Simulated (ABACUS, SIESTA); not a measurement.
Given: the input of a run of ABACUS 3.10.1 on CsPbBr3. Measurements of this composition are mostly on another form, of space group No. 62.

File INPUT:

```
INPUT_PARAMETERS
suffix              CsPbBr3
calculation         scf
basis_type          pw
pseudo_dir          ./
symmetry            1
dft_functional      pbesol
ecutwfc             63
pseudo_rcut         7
nspin               1
nbands              27
ks_solver           dav
smearing_method     fd
smearing_sigma      0.00367493
scf_thr             1e-08
scf_nmax            100
mixing_type         broyden
mixing_beta         0.7
cal_force           1
cal_stress          1
out_chg             1
out_pot             2
out_elf             1
```

STRU

```
ATOMIC_SPECIES
Pb 207.2000 Pb.upf
Cs 132.9055 Cs.upf
Br 79.9040 Br.upf

LATTICE_CONSTANT
1.8897261246

LATTICE_VECTORS
5.8700000000 0.0000000000 0.0000000000
0.0000000000 5.8700000000 0.0000000000
0.0000000000 0.0000000000 5.8700000000

ATOMIC_POSITIONS
Direct

Pb
0.0
1
0.5000000000 0.5000000000 0.5000000000 1 1 1

Cs
0.0
1
0.0000000000 0.0000000000 0.0000000000 1 1 1

Br
0.0
3
0.5000000000 0.5000000000 0.0000000000 1 1 1
0.5000000000 0.0000000000 0.5000000000 1 1 1
0.0000000000 0.5000000000 0.5000000000 1 1 1
```

Contents of KPT:

```
K_POINTS
0
Gamma
5 5 5 0 0 0
```

Potentials or basis: PseudoDojo NC SR 0.4.1 PBEsol standard, plane waves.

Launch:

```bash
$ OMP_NUM_THREADS=1 mpirun -np 4 abacus > log
```

Problem. Set up the same calculation for SIESTA 5.4.2. Potentials or basis there: files PseudoDojo sr-pbesol-0.4.1-standard, DZP (energy shift 0.003 Ry; two zetas on semicore shells; d shell added on Cs).

Solution. As run (cutoffs and basis follow the program's own potentials, and thresholds, step limits or extra output files can differ):

Contents of CsPbBr3.fdf:

```
SystemName                      CsPbBr3
SystemLabel                     CsPbBr3
NumberOfSpecies                 3
NumberOfAtoms                   5
%block ChemicalSpeciesLabel
  1  82 Pb
  2  55 Cs
  3  35 Br
%endblock ChemicalSpeciesLabel

LatticeConstant                 1.0 Ang
%block LatticeVectors
     5.8700000000     0.0000000000     0.0000000000
     0.0000000000     5.8700000000     0.0000000000
     0.0000000000     0.0000000000     5.8700000000
%endblock LatticeVectors
AtomicCoordinatesFormat         Fractional
%block AtomicCoordinatesAndAtomicSpecies
     0.5000000000     0.5000000000     0.5000000000  1  Pb
     0.0000000000     0.0000000000     0.0000000000  2  Cs
     0.5000000000     0.5000000000     0.0000000000  3  Br
     0.5000000000     0.0000000000     0.5000000000  3  Br
     0.0000000000     0.5000000000     0.5000000000  3  Br
%endblock AtomicCoordinatesAndAtomicSpecies

%block kgrid.MonkhorstPack
    5   0   0  0.0
    0   5   0  0.0
    0   0   5  0.0
%endblock kgrid.MonkhorstPack
XC.Functional                   GGA
XC.Authors                      PBEsol
PAO.BasisSize                   DZP
PAO.EnergyShift                 0.003 Ry
Mesh.Cutoff                     500 Ry
OccupationFunction              FD
ElectronicTemperature           0.05 eV
MaxSCFIterations                120
SCF.MustConverge                false
SCF.Mixer.Method                Pulay
SCF.Mixer.Weight                0.25
SCF.Mixer.History               8
SCF.DM.Tolerance                5.0e-05
SCF.H.Tolerance                 1.0e-03 eV
WriteForces                     true
Charge.Mulliken                 end
Charge.Hirshfeld                end
Charge.Voronoi                  end
SaveRho                         true
SaveElectrostaticPotential      true
%block PAO.Basis
  Pb 4
  n=6 0 2
    6.155 0.000
  n=6 1 2
    8.826 0.000
  n=5 2 2
    4.164 0.000
  n=6 2 1
    8.826
  Cs 5
  n=5 0 2
    4.696 0.000
  n=6 0 2
    9.500 0.000
  n=5 1 2
    5.738 0.000
  n=6 1 1
    9.500
  n=5 2 1
    7.000
%endblock PAO.Basis
```

Potentials or basis: PseudoDojo 0.4 standard (PBEsol files), converted to PSML, two zetas on semicore shells, DZP (energy shift 0.003 Ry; two zetas on semicore shells; d shell added on Cs).

The run is started by

```sh
$ siesta < CsPbBr3.fdf > CsPbBr3.out 2>&1
```

Both were run:

|  | ABACUS | SIESTA |
| --- | --- | --- |
| Pressure | 0.0 GPa | 0.2 GPa |

Pressure is positive in compression.
